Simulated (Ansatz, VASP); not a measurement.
# C in VASP and in Ansatz

INCAR

```
SYSTEM = C
ALGO = Normal
EDIFF = 1E-6
ENCUT = 520
ISIF = 2
ISMEAR = 0
LASPH = .True.
LCHARG = .False.
LREAL = .False.
LWAVE = .False.
NBANDS = 11
NELM = 100
PREC = Accurate
SIGMA = 0.05
```

File KPOINTS:

```
k-points
0
Gamma
  14 14 14
  0 0 0
```

POSCAR

```
C
1.0
    0.0000000000      2.2912412928      2.8852189369
    1.3228228997      0.0000000000      2.8852189369
    1.3228228997      2.2912412928      0.0000000000
C
2
Direct
    0.1666700000      0.8333300000      0.1666700000
    0.8333300000      0.1666700000      0.8333300000
```

Input for Ansatz:

```yaml
crystal:
  lattice:
    - [0.0, 2.2912412928, 2.8852189369]
    - [1.3228228997, 0.0, 2.8852189369]
    - [1.3228228997, 2.2912412928, 0.0]
  atoms:
    - { symbol: C, position: [0.16667, 0.83333, 0.16667] }
    - { symbol: C, position: [0.83333, 0.16667, 0.83333] }
basis:
  ecutwfc: 420
kpoints:
  mp_grid: { grid: [14, 14, 14] }
hamiltonian:
  xc: lda
scf:
  occupations: { method: gaussian, width: 0.05 }
output:
  forces: true
  stress: true
  eigenvalues: true
  write_density: true
  write_potential: true
  elf: true
  volumetric_format: npy
```

Alike in both runs: task single point; functional LDA; k mesh 14 × 14 × 14; occupations gaussian, width 0.05 eV; no spin polarisation.

|  | VASP | Ansatz |
| --- | --- | --- |
| version | VASP 6.6.1 | Ansatz 0.2.0 |
| potentials or method | VASP PAW LDA potentials, release 64 (C) | scalar-relativistic, plane waves, PAW |
| plane-wave cutoff (eV) | 520 | 420 |
| valence electrons in the cell | 8 | 8 |

```tsv
	VASP	Ansatz	Ansatz less VASP
gap on the k mesh at the Fermi level (eV)	none	none	-
rms of the force components (eV/Å)	0.010	0.010	-0.0001
```

Atom by atom the forces differ by 0.000 eV/Å (rms over components). A gap of «none» marks a metal or a gap that the smearing closes.
